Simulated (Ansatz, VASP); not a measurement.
Zn: VASP beside Ansatz

```
CELL_PARAMETERS angstrom
2.57350 0.00000 0.00000
-1.28675 2.22871 0.00000
0.00000 0.00000 4.67023
ATOMIC_POSITIONS crystal
Zn 0.33333 0.66667 0.25000
Zn 0.66667 0.33333 0.75000
```

Alike in both runs: functional PBEsol; k mesh 18 × 18 × 8; occupations gaussian, width 0.1 eV; no spin polarisation.

Ansatz relaxed the structure, and its values are those at the end. VASP's run is a single point on that final structure, the one shown.

|  | VASP | Ansatz |
| --- | --- | --- |
| version | VASP 6.6.1 | Ansatz 0.2.0 |
| potentials or method | VASP PAW PBE potentials, release 64 (Zn) | scalar-relativistic, plane waves, PAW |
| plane-wave cutoff (eV) | 520 | 420 |
| valence electrons in the cell | 24 | 24 |

```csv
,VASP,Ansatz,Ansatz less VASP
gap on the k mesh at the Fermi level (eV),none,none,-
pressure (GPa),6.2,5.6,-0.60
```

A gap of «none» marks a metal or a gap that the smearing closes.

Caveats: the PAW data sets were made with another functional, which shifts forces and pressure a little (VASP).
